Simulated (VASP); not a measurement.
# Si (Fd-3m) in VASP: a series of runs, part 2 of 2

VASP 6.6.1.

## (5) Single point, PBE (grid = ENCUT=350 dk=0.9 cell=3x3x3 ISMEAR=0 SIGMA=0.05 LREAL=Auto EDIFF=1e-06)

INCAR reads:

```
SYSTEM = Si
ALGO = Fast
EDIFF = 1E-6
ENCUT = 350
GGA = PE
ISIF = 2
ISMEAR = 0
LASPH = .True.
LCHARG = .False.
LREAL = Auto
LWAVE = .False.
NBANDS = 126
NELM = 120
PREC = Accurate
SIGMA = 0.05
```

KPOINTS reads:

```
k-points
0
Gamma
  1 1 1
  0 0 0
```

POSCAR reads:

```
Si
1.0
    0.0000000000      8.1655535595      8.1655535595
    8.1655535595      0.0000000000      8.1655535595
    8.1655535595      8.1655535595      0.0000000000
Si
54
Direct
    0.1666666667      0.1666666667      0.1666666667
    0.1666666667      0.1666666667      0.5000000000
    0.1666666667      0.1666666667      0.8333333333
    0.1666666667      0.5000000000      0.1666666667
    0.1666666667      0.5000000000      0.5000000000
    0.1666666667      0.5000000000      0.8333333333
    0.1666666667      0.8333333333      0.1666666667
    0.1666666667      0.8333333333      0.5000000000
    0.1666666667      0.8333333333      0.8333333333
    0.5000000000      0.1666666667      0.1666666667
    0.5000000000      0.1666666667      0.5000000000
    0.5000000000      0.1666666667      0.8333333333
    0.5000000000      0.5000000000      0.1666666667
    0.5000000000      0.5000000000      0.5000000000
    0.5000000000      0.5000000000      0.8333333333
    0.5000000000      0.8333333333      0.1666666667
    0.5000000000      0.8333333333      0.5000000000
    0.5000000000      0.8333333333      0.8333333333
    0.8333333333      0.1666666667      0.1666666667
    0.8333333333      0.1666666667      0.5000000000
    0.8333333333      0.1666666667      0.8333333333
    0.8333333333      0.5000000000      0.1666666667
    0.8333333333      0.5000000000      0.5000000000
    0.8333333333      0.5000000000      0.8333333333
    0.8333333333      0.8333333333      0.1666666667
    0.8333333333      0.8333333333      0.5000000000
    0.8333333333      0.8333333333      0.8333333333
    0.2500000000      0.2500000000      0.2500000000
    0.2500000000      0.2500000000      0.5833333333
    0.2500000000      0.2500000000      0.9166666667
    0.2500000000      0.5833333333      0.2500000000
    0.2500000000      0.5833333333      0.5833333333
    0.2500000000      0.5833333333      0.9166666667
    0.2500000000      0.9166666667      0.2500000000
    0.2500000000      0.9166666667      0.5833333333
    0.2500000000      0.9166666667      0.9166666667
    0.5833333333      0.2500000000      0.2500000000
    0.5833333333      0.2500000000      0.5833333333
    0.5833333333      0.2500000000      0.9166666667
    0.5833333333      0.5833333333      0.2500000000
    0.5833333333      0.5833333333      0.5833333333
    0.5833333333      0.5833333333      0.9166666667
    0.5833333333      0.9166666667      0.2500000000
    0.5833333333      0.9166666667      0.5833333333
    0.5833333333      0.9166666667      0.9166666667
    0.9166666667      0.2500000000      0.2500000000
    0.9166666667      0.2500000000      0.5833333333
    0.9166666667      0.2500000000      0.9166666667
    0.9166666667      0.5833333333      0.2500000000
    0.9166666667      0.5833333333      0.5833333333
    0.9166666667      0.5833333333      0.9166666667
    0.9166666667      0.9166666667      0.2500000000
    0.9166666667      0.9166666667      0.5833333333
    0.9166666667      0.9166666667      0.9166666667
```

Potentials or basis: VASP PAW PBE potentials, release 64 (Si).

Launch:

```console
$ cat potpaw_PBE.64/Si/POTCAR > POTCAR
$ mpirun -np 1 vasp_std > vasp.out
```

OUTCAR:

```text
SYSTEM = Si
   EDIFF = 1E-6
   ENCUT = 350
   GGA = PE
   ISIF = 2
   ISMEAR = 0
   LASPH = .True.
   LREAL = Auto
   NELM = 120
   PREC = Accurate

 Found      1 irreducible k-points:

 Following reciprocal coordinates:
            Coordinates               Weight
  0.000000  0.000000  0.000000      1.000000
   k-points           NKPTS =      1   k-points in BZ     NKDIM =      1   number of bands    NBANDS=    126
   number of dos      NEDOS =    301   number of ions     NIONS =     54
   total plane-waves  NPLWV = 343000
   dimension x,y,z NGX =    70 NGY =   70 NGZ =   70
   dimension x,y,z NGXF=   140 NGYF=  140 NGZF=  140
   ions per type =              54
   NGX,Y,Z   is equivalent  to a cutoff of  10.08, 10.08, 10.08 a.u.
   NGXF,Y,Z  is equivalent  to a cutoff of  20.15, 20.15, 20.15 a.u.
 SYSTEM =  Si
   PREC   = accura    normal or accurate (medium, high low for compatibility)
   ISTART =      0    job   : 0-new  1-cont  2-samecut
   ICHARG =      2    charge: 1-file 2-atom 10-const
   ISPIN  =      1    spin polarized calculation?
   LNONCOLLINEAR =      F non collinear calculations
   LSORBIT =      F    spin-orbit coupling
   LASPH  =      T    aspherical Exc in radial PAW
[... 63 lines left out ...]
      2      -4.6967      2.00000
      3      -4.6967      2.00000
      4      -4.6967      2.00000
      5      -4.6967      2.00000
      6      -4.6967      2.00000
[... 112 lines left out ...]
    119       7.4035      0.00000
    120       7.4076      0.00000
 [bands above 120 left out]

------------------------ aborting loop because EDIFF is reached ----------------------------------------

  FORCE on cell =-STRESS in cart. coord.  units (eV):
  Direction    XX          YY          ZZ          XY          YZ          ZX
  --------------------------------------------------------------------------------------
  -------------------------------------------------------------------------------------
  Total       21.5048519     21.5048519     21.5048519      0.0000000      0.0000000     -0.0000000
  in kB       31.6417247     31.6417247     31.6417247      0.0000000      0.0000000     -0.0000000
  external PRESSURE =      31.6417247 kB  Pullay stress =       0.0000000 kB

 VOLUME and BASIS-vectors are now :
 -----------------------------------------------------------------------------
  energy-cutoff  :      350.00
  volume of cell :     1088.90
      direct lattice vectors                 reciprocal lattice vectors
     0.000000000  8.165553559  8.165553559    -0.061232836  0.061232836  0.061232836
     8.165553559  0.000000000  8.165553559     0.061232836 -0.061232836  0.061232836
     8.165553559  8.165553559  0.000000000     0.061232836  0.061232836 -0.061232836

 POSITION                                       TOTAL-FORCE (eV/Angst)
 -----------------------------------------------------------------------------------
      2.72185      2.72185      2.72185         0.000000      0.000000     -0.000000
      5.44370      5.44370      2.72185         0.000000      0.000000      0.000000
      8.16555      8.16555      2.72185         0.000000      0.000000     -0.000000
      5.44370      2.72185      5.44370         0.000000     -0.000000      0.000000
      8.16555      5.44370      5.44370         0.000000      0.000000      0.000000
     10.88740      8.16555      5.44370         0.000000     -0.000000      0.000000
[... 46 lines left out ...]
     12.24833     12.24833     14.97018         0.000000     -0.000000     -0.000000
     14.97018     14.97018     14.97018         0.000000     -0.000000     -0.000000
 -----------------------------------------------------------------------------------
    total drift:                                0.000001      0.000001      0.000001

  FREE ENERGIE OF THE ION-ELECTRON SYSTEM (eV)
  ---------------------------------------------------
  free  energy   TOTEN  =      -276.2699123901 eV

  energy  without entropy=     -276.2699123901  energy(sigma->0) =     -276.26991239
```

It took 2.2 min on 1 thread of Intel Xeon 6975P-C (Granite Rapids), shared host; peak memory 0.69 GiB.

The run converged, but some of its settings lie outside the range that counts as converged, so its numbers aren't taken as properties of the crystal.

What came out:

| Property | Result |
| --- | --- |
| Free energy | -276.2699 eV |
| Pressure | 3.2 GPa |
| Band gap on the k mesh | 0.70 eV |

Caveat: the k mesh is coarse (spacing up to 0.67 Å⁻¹), so the values aren't converged; an odd mesh through Γ misses points on the zone boundary, where band edges often lie.

## (6) Single point, PBE (grid = ENCUT=350 dk=0.35 cell=3x3x2 ISMEAR=0 SIGMA=0.05 LREAL=Auto EDIFF=1e-06)

INCAR reads:

```
PREC = Accurate
ENCUT = 350
EDIFF = 1E-6
ISMEAR = 0
SIGMA = 0.05
LREAL = Auto
LASPH = True
NELM = 120
ALGO = Fast
ISIF = 2
LWAVE = False
LCHARG = False
GGA = PE
NBANDS = 84
```

KPOINTS reads:

```
Automatic mesh
0
Gamma
  2 2 3
```

POSCAR reads:

```
Si
1.0
    0.0000000000      8.1655535595      8.1655535595
    8.1655535595      0.0000000000      8.1655535595
    5.4437023730      5.4437023730      0.0000000000
Si
36
Direct
    0.1666666667      0.1666666667      0.2500000000
    0.1666666667      0.1666666667      0.7500000000
    0.1666666667      0.5000000000      0.2500000000
    0.1666666667      0.5000000000      0.7500000000
    0.1666666667      0.8333333333      0.2500000000
    0.1666666667      0.8333333333      0.7500000000
    0.5000000000      0.1666666667      0.2500000000
    0.5000000000      0.1666666667      0.7500000000
    0.5000000000      0.5000000000      0.2500000000
    0.5000000000      0.5000000000      0.7500000000
    0.5000000000      0.8333333333      0.2500000000
    0.5000000000      0.8333333333      0.7500000000
    0.8333333333      0.1666666667      0.2500000000
    0.8333333333      0.1666666667      0.7500000000
    0.8333333333      0.5000000000      0.2500000000
    0.8333333333      0.5000000000      0.7500000000
    0.8333333333      0.8333333333      0.2500000000
    0.8333333333      0.8333333333      0.7500000000
    0.2500000000      0.2500000000      0.3750000000
    0.2500000000      0.2500000000      0.8750000000
    0.2500000000      0.5833333333      0.3750000000
    0.2500000000      0.5833333333      0.8750000000
    0.2500000000      0.9166666667      0.3750000000
    0.2500000000      0.9166666667      0.8750000000
    0.5833333333      0.2500000000      0.3750000000
    0.5833333333      0.2500000000      0.8750000000
    0.5833333333      0.5833333333      0.3750000000
    0.5833333333      0.5833333333      0.8750000000
    0.5833333333      0.9166666667      0.3750000000
    0.5833333333      0.9166666667      0.8750000000
    0.9166666667      0.2500000000      0.3750000000
    0.9166666667      0.2500000000      0.8750000000
    0.9166666667      0.5833333333      0.3750000000
    0.9166666667      0.5833333333      0.8750000000
    0.9166666667      0.9166666667      0.3750000000
    0.9166666667      0.9166666667      0.8750000000
```

Potentials or basis: VASP PAW PBE potentials, release 64 (Si).

Launch:

```console
$ cat potpaw_PBE.64/Si/POTCAR > POTCAR
$ mpirun -np 1 vasp_std > vasp.out
```

It took 3.1 min on 1 thread of Intel Xeon 6975P-C (Granite Rapids), shared host; peak memory 0.54 GiB.

The run converged, but some of its settings lie outside the range that counts as converged, so its numbers aren't taken as properties of the crystal.

Results:

| Quantity | Value |
| --- | --- |
| Free energy | -194.8049 eV |
| Pressure | 1.3 GPa |
| Band gap on the k mesh | 0.72 eV |

Caveat: an odd mesh through Γ misses points on the zone boundary, where band edges often lie.

## (7) For comparison

An earlier run on the cell as given: functional PBE; potentials or basis VASP PAW PBE potentials, release 64 (Si); cutoff 520 eV; k mesh 8 × 8 × 8; occupations fermi-dirac, width 0.05 eV; no spin polarisation.

- Pressure: 1.3 GPa
- Band gap on the k mesh: 0.63 eV, indirect (least direct gap 2.56 eV)
